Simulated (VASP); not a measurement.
MgI2, 3 atoms in the cell. The cell holds a slab with vacuum, 3 atoms: a = 4.124 Å, b = 4.124 Å, c = 32.707 Å, α = 90.00°, β = 90.00°, γ = 120.00°. 

* Program: VASP 6.6.1
* Task: single point
* Functional: PBE
* Dispersion: D3(BJ)
* Potentials or basis: VASP PAW PBE potentials, release 64 (I, Mg)
* Cutoff: 520 eV
* k mesh: 6 × 6 × 1
* Occupations: gaussian, width 0.02 eV
* Spin: no spin polarisation
* Dipole correction: yes
* Further INCAR settings: ALGO = Fast; EDIFF = 1e-07; NBANDS = 15

Potentials or basis: VASP PAW PBE potentials, release 64 (I, Mg).

Launch:

```bash
$ cat potpaw_PBE.64/I/POTCAR potpaw_PBE.64/Mg/POTCAR > POTCAR
$ mpirun -np 1 vasp_std > vasp.out
```

Hardware: 1 thread of Intel(R) Xeon(R) Platinum 8175M CPU @ 2.50GHz (Skylake/Cascade Lake), with other jobs on the host.

Question: How long does it take, and how much memory?

Answer: Run time: 2.7 min on 1 thread of Intel(R) Xeon(R) Platinum 8175M CPU @ 2.50GHz (Skylake/Cascade Lake), on a shared host, peak memory 0.55 GiB. Counts: scf iterations 17, k points 7.
